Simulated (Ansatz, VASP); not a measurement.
## One calculation of Hf, two programs

```
Hf
1.0
     5.04500    0.00000    0.00000
    -2.52250    4.36910    0.00000
     0.00000    0.00000    3.14445
Hf
3
Cartesian
  2.5225 4.3691 3.1445
  0.0000 2.9127 1.5722
  2.5225 1.4564 1.5722
```

Alike in both runs: task single point; functional LDA; k mesh 9 × 9 × 12; occupations fermi-dirac, width 0.1 eV; no spin polarisation.

|  | VASP | Ansatz |
| --- | --- | --- |
| version | VASP 6.6.1 | Ansatz 0.2.0 |
| potentials or method | VASP PAW LDA potentials, release 64 (Hf_pv) | plane waves (420 eV) with PAW, scalar-relativistic |
| plane-wave cutoff (eV) | 520 | 420 |
| valence electrons in the cell | 30 | 78 |

```csv
,VASP,Ansatz,Ansatz less VASP
pressure (GPa),-11.2,-11.2,+0.01
largest component of the traceless stress (GPa),0.08,0.00,-0.085
```

The two sets of potentials don't hold the same shells in valence. Ansatz warned: «pseudo_functional_mismatch».

Spin-orbit coupling is left out, which matters for the levels of Hf.
